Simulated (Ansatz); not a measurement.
# Nudged elastic band run: HW4C4

Input file:

```yaml
crystal:
  lattice:
    - [5.7868, 0.0, 0.0]
    - [-2.8934, 5.011516, 0.0]
    - [0.0, 0.0, 17.24725]
  atoms:
    - { symbol: W, position: [0.0, 0.0, 0.0579803] }
    - { symbol: C, position: [0.33336877, 0.1667025, 0.13462228] }
    - { symbol: W, position: [-0.00012226, -0.00012603, 0.22478262] }
    - { symbol: C, position: [0.33317607, 0.16650546, 0.28953225] }
    - { symbol: W, position: [0.0, 0.5, 0.0579803] }
    - { symbol: C, position: [0.33336265, 0.66670586, 0.13465437] }
    - { symbol: W, position: [-0.00011571, 0.49985644, 0.2247368] }
    - { symbol: C, position: [0.33313002, 0.66644635, 0.28952635] }
    - { symbol: W, position: [0.5, 0.0, 0.0579803] }
    - { symbol: C, position: [0.8333284, 0.16667251, 0.13461927] }
    - { symbol: W, position: [0.49991343, -0.00011711, 0.22478119] }
    - { symbol: C, position: [0.83323176, 0.16653792, 0.28953861] }
    - { symbol: W, position: [0.5, 0.5, 0.0579803] }
    - { symbol: C, position: [0.83334082, 0.66672258, 0.13462359] }
    - { symbol: W, position: [0.49988781, 0.49984994, 0.22476781] }
    - { symbol: C, position: [0.83327293, 0.66650728, 0.28952436] }
    - { symbol: H, position: [0.69594936, 0.28664307, 0.47072772] }
    - { symbol: H, position: [0.67316799, 0.40339978, 0.47307195] }
basis:
  ecutwfc: 420.0
kpoints:
  mp_grid: { grid: [4, 4, 1] }
hamiltonian:
  xc: pbe
  pseudopotentials: { kind: paw, azcp: { folder: soft_1 } }
scf:
  occupations: { method: fermi_dirac, width: 0.05 }
  lower_state_search: "off"
  max_iter: 70
neb:
  images: 3
  f_tol: 0.05
  max_iterations: 50
  order_check: false
  spring: 50.0
  optimiser: fire
  constraints: [{ sites: [0, 4, 8, 12] }]
  final_atoms:
    - { symbol: W, position: [0.0, 0.0, 0.05798026] }
    - { symbol: C, position: [0.33145335, 0.16572667, 0.13450386] }
    - { symbol: W, position: [-0.0009639, -0.00048195, 0.22628518] }
    - { symbol: C, position: [0.34016902, 0.1700845, 0.28930356] }
    - { symbol: W, position: [-2.0e-08, 0.49999999, 0.05798026] }
    - { symbol: C, position: [0.33366179, 0.66683089, 0.13503789] }
    - { symbol: W, position: [0.00338158, 0.50169079, 0.22238353] }
    - { symbol: C, position: [0.3370863, 0.66854315, 0.29483662] }
    - { symbol: W, position: [0.5, 0.0, 0.05798026] }
    - { symbol: C, position: [0.83413121, 0.16575863, 0.13455415] }
    - { symbol: W, position: [0.50117221, 0.00153429, 0.22368064] }
    - { symbol: C, position: [0.82632712, 0.16993739, 0.2923408] }
    - { symbol: W, position: [0.49999999, 0.49999998, 0.05798026] }
    - { symbol: C, position: [0.8341312, 0.66837256, 0.13455415] }
    - { symbol: W, position: [0.5011722, 0.4996379, 0.22368064] }
    - { symbol: C, position: [0.82632711, 0.6563897, 0.2923408] }
    - { symbol: H, position: [0.85224772, 0.42612385, 0.32101504] }
    - { symbol: H, position: [0.33456644, 0.66728322, 0.35808669] }
```

Launched with:

```bash
$ ansatz run input.yaml --threads 4 --pin off --max-ram 10240MiB --backend cpu --events-out ev --progress --plain --runs-dir out
```

Output, in part (warnings, iteration lines):

```
NEB end point (image 0): max|allowed force component| = 8.377e-3 eV/Å (the criterion of neb.relax_end_points is 1.000e-2)
NEB end point (image 4): max|allowed force component| = 4.101e-3 eV/Å (the criterion of neb.relax_end_points is 1.000e-2)
NEB iter   1: max|band force component| = 3.065e0 eV/Å  barrier→ = 4.7570 eV  barrier← = 6.2906 eV  Δτ_max = 0.0582 Å  (60 SCF iters)
NEB iter   2: max|band force component| = 3.151e0 eV/Å  barrier→ = 4.6874 eV  barrier← = 6.2209 eV  Δτ_max = 0.1189 Å  (22 SCF iters)
NEB iter   3: max|band force component| = 3.241e0 eV/Å  barrier→ = 4.5821 eV  barrier← = 6.1157 eV  Δτ_max = 0.1801 Å  (24 SCF iters)
NEB iter   4: max|band force component| = 2.825e0 eV/Å  barrier→ = 4.4417 eV  barrier← = 5.9753 eV  Δτ_max = 0.2000 Å  (23 SCF iters)
NEB iter   5: max|band force component| = 3.245e0 eV/Å  barrier→ = 4.2590 eV  barrier← = 5.7926 eV  Δτ_max = 0.0505 Å  (25 SCF iters)
NEB iter   6: max|band force component| = 2.953e0 eV/Å  barrier→ = 4.1871 eV  barrier← = 5.7207 eV  Δτ_max = 0.0915 Å  (22 SCF iters)
NEB iter   7: max|band force component| = 3.246e0 eV/Å  barrier→ = 4.0387 eV  barrier← = 5.5723 eV  Δτ_max = 0.0600 Å  (24 SCF iters)
NEB iter   8: max|band force component| = 2.422e0 eV/Å  barrier→ = 3.9935 eV  barrier← = 5.5270 eV  Δτ_max = 0.0356 Å  (22 SCF iters)
NEB iter   9: max|band force component| = 1.852e0 eV/Å  barrier→ = 3.9612 eV  barrier← = 5.4948 eV  Δτ_max = 0.0657 Å  (22 SCF iters)
NEB iter  10: max|band force component| = 1.360e0 eV/Å  barrier→ = 3.8495 eV  barrier← = 5.3830 eV  Δτ_max = 0.0782 Å  (24 SCF iters)
NEB iter  11: max|band force component| = 1.705e0 eV/Å  barrier→ = 3.6363 eV  barrier← = 5.1699 eV  Δτ_max = 0.0289 Å  (25 SCF iters)
NEB iter  12: max|band force component| = 2.483e0 eV/Å  barrier→ = 3.5404 eV  barrier← = 5.0739 eV  Δτ_max = 0.0385 Å  (22 SCF iters)
NEB iter  13: max|band force component| = 1.933e0 eV/Å  barrier→ = 3.4455 eV  barrier← = 4.9791 eV  Δτ_max = 0.0340 Å  (18 SCF iters)
NEB iter  14: max|band force component| = 3.034e0 eV/Å  barrier→ = 3.3255 eV  barrier← = 4.8591 eV  Δτ_max = 0.0118 Å  (21 SCF iters)
NEB iter  15: max|band force component| = 2.360e0 eV/Å  barrier→ = 3.3009 eV  barrier← = 4.8345 eV  Δτ_max = 0.0208 Å  (16 SCF iters)
NEB iter  16: max|band force component| = 1.478e0 eV/Å  barrier→ = 3.2477 eV  barrier← = 4.7813 eV  Δτ_max = 0.0070 Å  (18 SCF iters)
NEB iter  17: max|band force component| = 1.685e0 eV/Å  barrier→ = 3.2153 eV  barrier← = 4.7489 eV  Δτ_max = 0.0141 Å  (15 SCF iters)
NEB iter  18: max|band force component| = 2.032e0 eV/Å  barrier→ = 3.1496 eV  barrier← = 4.6832 eV  Δτ_max = 0.0222 Å  (17 SCF iters)
NEB iter  19: max|band force component| = 2.270e0 eV/Å  barrier→ = 3.0496 eV  barrier← = 4.5831 eV  Δτ_max = 0.0311 Å  (18 SCF iters)
NEB iter  20: max|band force component| = 2.270e0 eV/Å  barrier→ = 2.9138 eV  barrier← = 4.4474 eV  Δτ_max = 0.0399 Å  (18 SCF iters)
NEB iter  21: max|band force component| = 2.089e0 eV/Å  barrier→ = 2.7390 eV  barrier← = 4.2725 eV  Δτ_max = 0.0480 Å  (19 SCF iters)
NEB iter  22: max|band force component| = 1.927e0 eV/Å  barrier→ = 2.5185 eV  barrier← = 4.0521 eV  Δτ_max = 0.0614 Å  (20 SCF iters)
NEB iter  23: max|band force component| = 1.945e0 eV/Å  barrier→ = 2.2157 eV  barrier← = 3.7493 eV  Δτ_max = 0.0780 Å  (20 SCF iters)
NEB iter  24: max|band force component| = 2.073e0 eV/Å  barrier→ = 1.8234 eV  barrier← = 3.3569 eV  Δτ_max = 0.0993 Å  (21 SCF iters)
NEB iter  25: max|band force component| = 1.799e0 eV/Å  barrier→ = 1.4013 eV  barrier← = 2.9349 eV  Δτ_max = 0.1232 Å  (22 SCF iters)
NEB iter  26: max|band force component| = 2.692e0 eV/Å  barrier→ = 1.0877 eV  barrier← = 2.6213 eV  Δτ_max = 0.1456 Å  (23 SCF iters)
NEB iter  27: max|band force component| = 4.191e0 eV/Å  barrier→ = 0.7231 eV  barrier← = 2.2567 eV  Δτ_max = 0.1838 Å  (24 SCF iters)
NEB iter  28: max|band force component| = 2.454e0 eV/Å  barrier→ = 0.1249 eV  barrier← = 1.6585 eV  Δτ_max = 0.0382 Å  (25 SCF iters)
NEB iter  29: max|band force component| = 2.272e0 eV/Å  barrier→ = 0.1190 eV  barrier← = 1.6526 eV  Δτ_max = 0.0725 Å  (22 SCF iters)
NEB iter  30: max|band force component| = 1.882e0 eV/Å  barrier→ = 0.1117 eV  barrier← = 1.6453 eV  Δτ_max = 0.0257 Å  (23 SCF iters)
NEB iter  31: max|band force component| = 1.580e0 eV/Å  barrier→ = 0.1130 eV  barrier← = 1.6466 eV  Δτ_max = 0.0453 Å  (20 SCF iters)
NEB iter  32: max|band force component| = 1.256e0 eV/Å  barrier→ = 0.1164 eV  barrier← = 1.6499 eV  Δτ_max = 0.0567 Å  (22 SCF iters)
NEB iter  33: max|band force component| = 1.185e0 eV/Å  barrier→ = 0.1191 eV  barrier← = 1.6526 eV  Δτ_max = 0.0174 Å  (22 SCF iters)
NEB iter  34: max|band force component| = 9.177e-1 eV/Å  barrier→ = 0.1160 eV  barrier← = 1.6496 eV  Δτ_max = 0.0120 Å  (18 SCF iters)
NEB iter  35: max|band force component| = 9.167e-1 eV/Å  barrier→ = 0.1159 eV  barrier← = 1.6495 eV  Δτ_max = 0.0249 Å  (17 SCF iters)
NEB iter  36: max|band force component| = 1.029e0 eV/Å  barrier→ = 0.1169 eV  barrier← = 1.6505 eV  Δτ_max = 0.0398 Å  (19 SCF iters)
NEB iter  37: max|band force component| = 1.414e0 eV/Å  barrier→ = 0.1200 eV  barrier← = 1.6535 eV  Δτ_max = 0.0539 Å  (19 SCF iters)
NEB iter  38: max|band force component| = 1.691e0 eV/Å  barrier→ = 0.1257 eV  barrier← = 1.6593 eV  Δτ_max = 0.0777 Å  (21 SCF iters)
NEB iter  39: max|band force component| = 1.913e0 eV/Å  barrier→ = 0.1350 eV  barrier← = 1.6686 eV  Δτ_max = 0.1031 Å  (21 SCF iters)
NEB iter  40: max|band force component| = 1.705e0 eV/Å  barrier→ = 0.1525 eV  barrier← = 1.6860 eV  Δτ_max = 0.1252 Å  (22 SCF iters)
NEB iter  41: max|band force component| = 1.838e0 eV/Å  barrier→ = 0.1892 eV  barrier← = 1.7228 eV  Δτ_max = 0.0283 Å  (23 SCF iters)
NEB iter  42: max|band force component| = 9.093e-1 eV/Å  barrier→ = 0.1964 eV  barrier← = 1.7299 eV  Δτ_max = 0.0135 Å  (20 SCF iters)
NEB iter  43: max|band force component| = 7.163e-1 eV/Å  barrier→ = 0.1945 eV  barrier← = 1.7281 eV  Δτ_max = 0.0107 Å  (18 SCF iters)
NEB iter  44: max|band force component| = 6.500e-1 eV/Å  barrier→ = 0.1955 eV  barrier← = 1.7291 eV  Δτ_max = 0.0228 Å  (16 SCF iters)
NEB iter  45: max|band force component| = 7.189e-1 eV/Å  barrier→ = 0.1971 eV  barrier← = 1.7306 eV  Δτ_max = 0.0373 Å  (18 SCF iters)
NEB iter  46: max|band force component| = 7.951e-1 eV/Å  barrier→ = 0.1997 eV  barrier← = 1.7333 eV  Δτ_max = 0.0525 Å  (20 SCF iters)
NEB iter  47: max|band force component| = 7.310e-1 eV/Å  barrier→ = 0.2058 eV  barrier← = 1.7394 eV  Δτ_max = 0.0656 Å  (19 SCF iters)
NEB iter  48: max|band force component| = 5.645e-1 eV/Å  barrier→ = 0.2177 eV  barrier← = 1.7513 eV  Δτ_max = 0.0749 Å  (20 SCF iters)
NEB iter  49: max|band force component| = 4.634e-1 eV/Å  barrier→ = 0.2360 eV  barrier← = 1.7696 eV  CI = image 1  Δτ_max = 0.0894 Å  (21 SCF iters)
NEB iter  50: max|band force component| = 3.442e-1 eV/Å  barrier→ = 0.2615 eV  barrier← = 1.7951 eV  CI = image 1  Δτ_max = 0.1028 Å  (21 SCF iters)
Error: NEB band did not converge after 50 iterations: max|band force component| = 3.44e-1 eV/Å (threshold 5.0e-2); raise `neb.max_iterations` in a new run, which can start from the last band evaluated (`neb.initial_path`, with `crystal.atoms` and `neb.final_atoms` set to its first and last images), …
```

It did not converge within its limit. The band didn't meet its force threshold, so its energies are provisional: the largest band force was still 0.34 eV/Å, and over the last iterations the top moved between 0.22 and 0.26 eV. Neighbouring images lie up to 2.1 Å apart, so the band is torn or far too coarse. Inner images lie below an end point, which means an intermediate or an end that isn't the lowest structure nearby. Limits of this set-up: coarse k mesh, thin slab, slab without dipole correction, no dispersion correction for a molecule that may bind weakly, a typed lattice constant that wasn't relaxed here.

Final band (atoms are numbered from 1 in the order of the input):

| image | path coordinate (Å) | energy (eV) | H17–H18 (Å) | W7–H17 (Å) | C8–H18 (Å) |
| --- | --- | --- | --- | --- | --- |
| 0 | 0.00 | 0.000 | 0.75 | 4.52 | 4.38 |
| 1 | 2.03 | 0.262 | 0.75 | 3.27 | 3.14 |
| 2 | 4.08 | -2.574 | 2.51 | 2.79 | 3.09 |
| 3 | 6.13 | -2.212 | 2.70 | 3.03 | 1.12 |
| 4 | 8.18 | -1.534 | 2.50 | 1.86 | 1.09 |

Time of the run: 31 min on 4 threads of Arm Neoverse V1, with other jobs on the host, peak memory 2.4 GiB.
